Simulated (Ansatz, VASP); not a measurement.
AlO in VASP and in Ansatz

```
CELL_PARAMETERS angstrom
3.95306 0.00000 0.00000
0.00000 3.95306 0.00000
0.00000 0.00000 3.95306
ATOMIC_POSITIONS crystal
Al 0.50000 0.00000 0.00000
Al 0.00000 0.50000 0.00000
Al 0.00000 0.00000 0.50000
O 0.00000 0.50000 0.50000
O 0.50000 0.00000 0.50000
O 0.50000 0.50000 0.00000
```

Alike in both runs: functional PBE; k mesh 4 × 4 × 4; occupations gaussian, width 0.1 eV; collinear spin.

Ansatz relaxed the structure, and its values are those at the end. VASP's run is a single point on that final structure, the one shown.

|  | VASP | Ansatz |
| --- | --- | --- |
| version | VASP 6.6.1 | Ansatz 0.2.0 |
| potentials or method | VASP PAW PBE potentials, release 64 (Al, O) | scalar-relativistic, plane waves, PAW |
| plane-wave cutoff (eV) | 520 | 420 |
| valence electrons in the cell | 27 | 27 |

|  | VASP | Ansatz | Ansatz less VASP |
| --- | --- | --- | --- |
| gap on the k mesh at the Fermi level (eV) | none | none | - |
| pressure (GPa) | -0.2 | 0.0 | +0.15 |
| net moment per atom (μB) | 0.00 | 0.00 | 0.000 |

A gap of «none» marks a metal or a gap that the smearing closes. Ansatz warned: «seeded_moment_not_kept».

Caveats: the k mesh is coarse (spacing up to 0.40 Å⁻¹), so the values aren't converged.
